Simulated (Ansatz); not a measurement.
# SnO: the cost of one run

Method: DFT PBE, scalar-relativistic, plane waves, PAW, in Ansatz 0.2.0.

## (1) Starting point

It takes space group Cmce (No. 64, orthorhombic). The conventional cell has a = 5.474 Å, b = 5.476 Å, c = 10.222 Å, α = 90.00°, β = 90.00°, γ = 90.00°. Sn (site symmetry m) has 4 O at 2.25 to 2.26 Å as nearest neighbours. O (site symmetry 2) is surrounded by 4 Sn at 2.25 to 2.26 Å.

As a file:

```cif
data_structure
_symmetry_space_group_name_H-M 'P 1'
_symmetry_Int_Tables_number 1
_cell_length_a 10.9476
_cell_length_b 10.9512
_cell_length_c 11.5961
_cell_angle_alpha 118.177
_cell_angle_beta 90.000
_cell_angle_gamma 90.000
_cell_volume 1225.51
loop_
_atom_site_label
_atom_site_type_symbol
_atom_site_fract_x
_atom_site_fract_y
_atom_site_fract_z
_atom_site_occupancy
Sn1 Sn 0.00000 0.30020 0.86386 1
Sn2 Sn 0.00000 0.80020 0.86386 1
Sn3 Sn 0.75000 0.05020 0.86386 1
Sn4 Sn 0.75000 0.55020 0.86386 1
Sn5 Sn 0.50000 0.80020 0.86386 1
Sn6 Sn 0.50000 0.30020 0.86386 1
Sn7 Sn 0.25000 0.55020 0.86386 1
Sn8 Sn 0.25000 0.05020 0.86386 1
Sn9 Sn 0.00000 0.19980 0.13614 1
Sn10 Sn 0.00000 0.69980 0.13614 1
Sn11 Sn 0.75000 0.94980 0.13614 1
Sn12 Sn 0.75000 0.44980 0.13614 1
Sn13 Sn 0.50000 0.69980 0.13614 1
Sn14 Sn 0.50000 0.19980 0.13614 1
Sn15 Sn 0.25000 0.44980 0.13614 1
Sn16 Sn 0.25000 0.94980 0.13614 1
Sn17 Sn 0.00000 0.06366 0.36386 1
Sn18 Sn 0.00000 0.56366 0.36386 1
Sn19 Sn 0.75000 0.81366 0.36386 1
Sn20 Sn 0.75000 0.31366 0.36386 1
Sn21 Sn 0.50000 0.56366 0.36386 1
Sn22 Sn 0.50000 0.06366 0.36386 1
Sn23 Sn 0.25000 0.31366 0.36386 1
Sn24 Sn 0.25000 0.81366 0.36386 1
Sn25 Sn 0.00000 0.43634 0.63614 1
Sn26 Sn 0.00000 0.93634 0.63614 1
Sn27 Sn 0.75000 0.18634 0.63614 1
Sn28 Sn 0.75000 0.68634 0.63614 1
Sn29 Sn 0.50000 0.93634 0.63614 1
Sn30 Sn 0.50000 0.43634 0.63614 1
Sn31 Sn 0.25000 0.68634 0.63614 1
Sn32 Sn 0.25000 0.18634 0.63614 1
O1 O 0.87500 0.13097 0.25000 1
O2 O 0.87500 0.63097 0.25000 1
O3 O 0.62500 0.88097 0.25000 1
O4 O 0.62500 0.38097 0.25000 1
O5 O 0.37500 0.63097 0.25000 1
O6 O 0.37500 0.13097 0.25000 1
O7 O 0.12500 0.38097 0.25000 1
O8 O 0.12500 0.88097 0.25000 1
O9 O 0.87500 0.11903 0.75000 1
O10 O 0.87500 0.61903 0.75000 1
O11 O 0.62500 0.86903 0.75000 1
O12 O 0.62500 0.36903 0.75000 1
O13 O 0.37500 0.61903 0.75000 1
O14 O 0.37500 0.11903 0.75000 1
O15 O 0.12500 0.36903 0.75000 1
O16 O 0.12500 0.86903 0.75000 1
O17 O 0.87500 0.36903 0.75000 1
O18 O 0.87500 0.86903 0.75000 1
O19 O 0.62500 0.11903 0.75000 1
O20 O 0.62500 0.61903 0.75000 1
O21 O 0.37500 0.86903 0.75000 1
O22 O 0.37500 0.36903 0.75000 1
O23 O 0.12500 0.61903 0.75000 1
O24 O 0.12500 0.11903 0.75000 1
O25 O 0.87500 0.88097 0.25000 1
O26 O 0.87500 0.38097 0.25000 1
O27 O 0.62500 0.63097 0.25000 1
O28 O 0.62500 0.13097 0.25000 1
O29 O 0.37500 0.38097 0.25000 1
O30 O 0.37500 0.88097 0.25000 1
O31 O 0.12500 0.13097 0.25000 1
O32 O 0.12500 0.63097 0.25000 1
```

The runs take a perfect supercell of 64 atoms; the defect goes to fractional position (0.417, 0.750, 0.583).

## (2) The perfect supercell

File input.yaml:

```yaml
crystal:
  lattice:
    - [-10.947648, 0.0, 0.0]
    - [0.0, -10.951184, 0.0]
    - [0.0, 5.475592, 10.22196]
  atoms:
    - { symbol: Sn, position: [0.0, 0.300202, 0.863858] }
    - { symbol: Sn, position: [0.0, 0.800202, 0.863857] }
    - { symbol: Sn, position: [0.75, 0.050202, 0.863858] }
    - { symbol: Sn, position: [0.75, 0.550202, 0.863858] }
    - { symbol: Sn, position: [0.5, 0.800202, 0.863858] }
    - { symbol: Sn, position: [0.5, 0.300202, 0.863858] }
    - { symbol: Sn, position: [0.25, 0.550202, 0.863857] }
    - { symbol: Sn, position: [0.25, 0.050202, 0.863858] }
    - { symbol: Sn, position: [0.0, 0.199797, 0.136141] }
    - { symbol: Sn, position: [0.0, 0.699798, 0.136142] }
    - { symbol: Sn, position: [0.75, 0.949798, 0.136142] }
    - { symbol: Sn, position: [0.75, 0.449798, 0.136142] }
    - { symbol: Sn, position: [0.5, 0.699798, 0.136142] }
    - { symbol: Sn, position: [0.5, 0.199798, 0.136142] }
    - { symbol: Sn, position: [0.25, 0.449797, 0.136141] }
    - { symbol: Sn, position: [0.25, 0.949798, 0.136142] }
    - { symbol: Sn, position: [0.0, 0.063656, 0.363859] }
    - { symbol: Sn, position: [0.0, 0.563656, 0.363858] }
    - { symbol: Sn, position: [0.75, 0.813656, 0.363858] }
    - { symbol: Sn, position: [0.75, 0.313656, 0.363859] }
    - { symbol: Sn, position: [0.5, 0.563656, 0.363859] }
    - { symbol: Sn, position: [0.5, 0.063656, 0.363858] }
    - { symbol: Sn, position: [0.25, 0.313656, 0.363858] }
    - { symbol: Sn, position: [0.25, 0.813656, 0.363859] }
    - { symbol: Sn, position: [0.0, 0.436344, 0.636142] }
    - { symbol: Sn, position: [0.0, 0.936344, 0.636142] }
    - { symbol: Sn, position: [0.75, 0.186344, 0.636142] }
    - { symbol: Sn, position: [0.75, 0.686344, 0.636142] }
    - { symbol: Sn, position: [0.5, 0.936344, 0.636142] }
    - { symbol: Sn, position: [0.5, 0.436344, 0.636142] }
    - { symbol: Sn, position: [0.25, 0.686344, 0.636142] }
    - { symbol: Sn, position: [0.25, 0.186344, 0.636142] }
    - { symbol: O, position: [0.875, 0.130972, 0.25] }
    - { symbol: O, position: [0.875, 0.630972, 0.25] }
    - { symbol: O, position: [0.625, 0.880972, 0.25] }
    - { symbol: O, position: [0.625, 0.380972, 0.25] }
    - { symbol: O, position: [0.375, 0.630972, 0.25] }
    - { symbol: O, position: [0.375, 0.130972, 0.25] }
    - { symbol: O, position: [0.125, 0.380972, 0.25] }
    - { symbol: O, position: [0.125, 0.880972, 0.25] }
    - { symbol: O, position: [0.875, 0.119028, 0.75] }
    - { symbol: O, position: [0.875, 0.619028, 0.75] }
    - { symbol: O, position: [0.625, 0.869028, 0.75] }
    - { symbol: O, position: [0.625, 0.369028, 0.75] }
    - { symbol: O, position: [0.375, 0.619028, 0.75] }
    - { symbol: O, position: [0.375, 0.119028, 0.75] }
    - { symbol: O, position: [0.125, 0.369028, 0.75] }
    - { symbol: O, position: [0.125, 0.869028, 0.75] }
    - { symbol: O, position: [0.875, 0.369028, 0.75] }
    - { symbol: O, position: [0.875, 0.869028, 0.75] }
    - { symbol: O, position: [0.625, 0.119028, 0.75] }
    - { symbol: O, position: [0.625, 0.619028, 0.75] }
    - { symbol: O, position: [0.375, 0.869028, 0.75] }
    - { symbol: O, position: [0.375, 0.369028, 0.75] }
    - { symbol: O, position: [0.125, 0.619028, 0.75] }
    - { symbol: O, position: [0.125, 0.119028, 0.75] }
    - { symbol: O, position: [0.875, 0.880972, 0.25] }
    - { symbol: O, position: [0.875, 0.380972, 0.25] }
    - { symbol: O, position: [0.625, 0.630972, 0.25] }
    - { symbol: O, position: [0.625, 0.130972, 0.25] }
    - { symbol: O, position: [0.375, 0.380972, 0.25] }
    - { symbol: O, position: [0.375, 0.880972, 0.25] }
    - { symbol: O, position: [0.125, 0.130972, 0.25] }
    - { symbol: O, position: [0.125, 0.630972, 0.25] }
basis:
  ecutwfc: 420
  fft_grid_basis: typed
kpoints:
  mp_grid: { grid: [1, 1, 1] }
hamiltonian:
  xc: pbe
  pseudopotentials: { kind: paw }
scf:
  occupations: { method: gaussian, width: 0.05 }
output:
  forces: true
  stress: false
  eigenvalues: true
  bader: false
  write_density: true
  volumetric_format: npy
```

On the command line:

```console
$ ansatz run input.yaml --threads 8 --pin off --max-ram 16384MiB --backend cpu --events-out ev --progress --plain --runs-dir out
```

**Question.** How long does this run take on 8 threads of Intel Xeon 6975P-C (Granite Rapids), shared host, and how much memory does it need?

About 4.1 s, with a peak of 1.7 GiB.
